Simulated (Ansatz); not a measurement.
Space group Fm-3m (No. 225). a = 6.026 Å, b = 6.026 Å, c = 6.026 Å, α = 90.00°, β = 90.00°, γ = 90.00°
```tsv
atom	site	symmetry	x	y	z
Sr	4a	m-3m	0.0000	0.0000	0.0000
```

Equation of state of this Sr structure (not necessarily the ground state), with shape and atoms relaxed at each volume where symmetry leaves them free. It has no gap at any of these volumes. Level of theory: Ansatz, DFT PBE, scalar-relativistic, plane waves, PAW.

Cutoff 420 eV; k points 12×12×12 on the computed 1-atom cell (Γ-centred); Gaussian smearing, width 0.10 eV; no spin polarisation.

```
V (Å³/atom) E − E(largest V) (meV/atom) P (GPa)
     48.132                        15.78     1.89
     49.773                        -0.21     1.31
     51.414                       -10.61     0.81
     53.054                       -16.20     0.38
     54.695                       -17.71     0.01
     56.336                       -15.72    -0.32
     57.977                       -10.72    -0.60
     60.165                         0.00    -0.93
```

**Question.** Fit a third-order Birch–Murnaghan equation to E(V).

**Answer.** V0 = 54.54 Å³/atom, B0 = 12 GPa, B0' = 4.0.